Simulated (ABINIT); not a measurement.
Planning a run of ABINIT 10.8.3 on SiC (F-43m). The input:

```
acell 3*1.0 Angstrom
rprim 
  -0.000000000000 2.179000000000 2.179000000000
  2.179000000000 -0.000000000000 2.179000000000
  2.179000000000 2.179000000000 -0.000000000000
ntypat 2
znucl 14 6
natom 2
typat 1 2
xred 
  0.000000000000 0.000000000000 0.000000000000
  0.250000000000 0.250000000000 0.250000000000
pp_dirpath "pseudos"
pseudos "Si.upf, C.upf"
ecut 37
ngkpt 8 8 8
nshiftk 1
shiftk 0 0 0
kptopt 1
chksymbreak 0
istwfk *1
occopt 1
irdwfk 1
optdriver 3
nband 117
ecuteps 9
inclvkb 2
awtr 1
symchi 1
indata_prefix "in"
outdata_prefix "out"
tmpdata_prefix "tmp"
```

```sh
OMP_NUM_THREADS=1 mpirun -n 4 abinit run.abi > log
```

Estimate wall time and host memory on 4 MPI ranks of Arm Neoverse V1, shared host.

It took 3.7 min; on shared hardware allow 1.9 min to 7.5 min. Peak host memory was 1.4 GiB.

[Paths, hosts, dates, memory and timing lines, banners, echoed tables and standing remarks are left out of the program output.]

[Logs are printed without paths, hosts, clocks, repeated set-up lines and the standing remarks that a program may print on its own settings, such as how far it seeks lower states.]

[Runs of the session that timed out or met a known fault of the program may be left out.]

[Hosts, paths, dates, database ids (printed as entryN), source tags and the programs' standing remarks are cut or masked in the printed files.]

[G0W0 gaps are taken among the corrected bands and points alone; a level outside them can change the order at an edge.]

[Where Ansatz stands beside ABINIT at settings called matched, ABINIT's density can come from a denser mesh and the files from another edition; pairs whose starting gaps differed by over 0.03 eV were left out, so agreement reads better than it is.]
